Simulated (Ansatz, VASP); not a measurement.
This is a calculation of C for Ansatz 0.2.0.

File input.yaml:

```yaml
crystal:
  lattice:
    - [0.0, 1.78337, 1.78337]
    - [1.78337, 0.0, 1.78337]
    - [1.78337, 1.78337, 0.0]
  atoms:
    - { symbol: C, position: [0.75, 0.75, 0.75] }
    - { symbol: C, position: [0.5, 0.5, 0.5] }
hamiltonian:
  xc: hf
  pseudopotentials: { kind: paw }
kpoints:
  mp_grid: { grid: [7, 7, 7] }
scf:
  occupations: { method: fermi_dirac, width: 0.05 }
output:
  forces: true
  stress: true
relax:
  f_tol: 0.01
  max_steps: 40
  cell: { stress_tol: 0.05 }
```

Potentials or basis: Ansatz PAW.

The run is started by

```bash
$ ansatz run input.yaml --threads 2 --pin off --max-ram 5632MiB --backend cpu --events-out ev --progress --plain --runs-dir out
```

Q: Set up the same calculation for VASP 6.6.1. Potentials there: VASP PAW PBE potentials, release 64 (C).

A: As run (the cutoff follows the program's own potentials):

The input POSCAR:

```
C
1.0
    0.0000000000      1.7833700000      1.7833700000
    1.7833700000      0.0000000000      1.7833700000
    1.7833700000      1.7833700000      0.0000000000
C
2
Direct
    0.7500000000      0.7500000000      0.7500000000
    0.5000000000      0.5000000000      0.5000000000
```

INCAR.step1

```
PREC     = Accurate       # precision mode
ENCUT    = 600            # plane-wave cutoff, eV
EDIFF    = 1E-5           # SCF threshold, eV
ISMEAR   = -1             # smearing method
SIGMA    = 0.05           # smearing width, eV
LREAL    = F              # projectors in reciprocal space
LASPH    = T              # aspherical terms in the spheres
NELM     = 80             # most SCF steps
ALGO     = Normal         # electronic algorithm
LWAVE    = T              # write WAVECAR
LCHARG   = F              # write CHGCAR
GGA      = PE             # functional
```

INCAR.step2

```
PREC     = Accurate       # precision mode
ENCUT    = 600            # plane-wave cutoff, eV
EDIFF    = 1E-6           # SCF threshold, eV
ISMEAR   = -1             # smearing method
SIGMA    = 0.05           # smearing width, eV
LREAL    = F              # projectors in reciprocal space
LASPH    = T              # aspherical terms in the spheres
NELM     = 80             # most SCF steps
ALGO     = Normal         # electronic algorithm
ISIF     = 3              # what is computed and relaxed
LWAVE    = F              # write WAVECAR
LCHARG   = F              # write CHGCAR
GGA      = PE             # functional
LHFCALC  = T              # exact exchange
AEXX     = 1.0            # exact-exchange fraction
ALDAC    = 0.0          
AGGAC    = 0.0          
PRECFOCK = Fast         
HFRCUT   = -1           
IBRION   = 2              # ionic algorithm
NSW      = 40             # ionic steps
EDIFFG   = -0.01          # ionic threshold
ISTART   = 1
```

KPOINTS

```
Automatic mesh
0
Gamma
  7 7 7
```

Potentials or basis: VASP PAW PBE potentials, release 64 (C).

Run with:

```console
$ cat potpaw_PBE.64/C/POTCAR > POTCAR
$ cp INCAR.step1 INCAR
$ mpirun -np 1 vasp_std > vasp.out
$ cp INCAR.step2 INCAR
$ mpirun -np 1 vasp_std > vasp.out
```

Both were run:

|  | VASP | Ansatz | Ansatz less VASP |
| --- | --- | --- | --- |
| gap on the k mesh at the Fermi level, each at its own relaxed structure (eV) | 12.75 | 12.74 | -0.002 |
| relaxed volume (Å³/atom) | 5.60 | 5.60 | -0.002 |
| relaxed cell length with the largest relative difference (Å) | 2.511 | 2.511 | -0.0004 |
| energy change over the relaxation (meV/atom) | -1 | -2 | -0.1 |

Caveats: the k mesh is coarse (spacing up to 0.44 Å⁻¹), so the values aren't converged, least of all with exact exchange; the PAW data sets were made with another functional, which shifts forces and pressure a little (VASP); an odd mesh through Γ misses points on the zone boundary, where band edges often lie (VASP); odd divisions of the mesh miss points on the zone boundary, where band edges often lie, so the gap on the mesh can be too wide (Ansatz); the plane-wave basis is chosen anew once the cell has moved, so the energies of steps on either side of that aren't comparable (Ansatz); the pressure holds a Pulay correction of +0.5 GPa for the finite cutoff (Ansatz); the PAW data sets come from PBE, with cores solved anew for the run's functional, which leaves a small shift of forces and pressure (Ansatz).
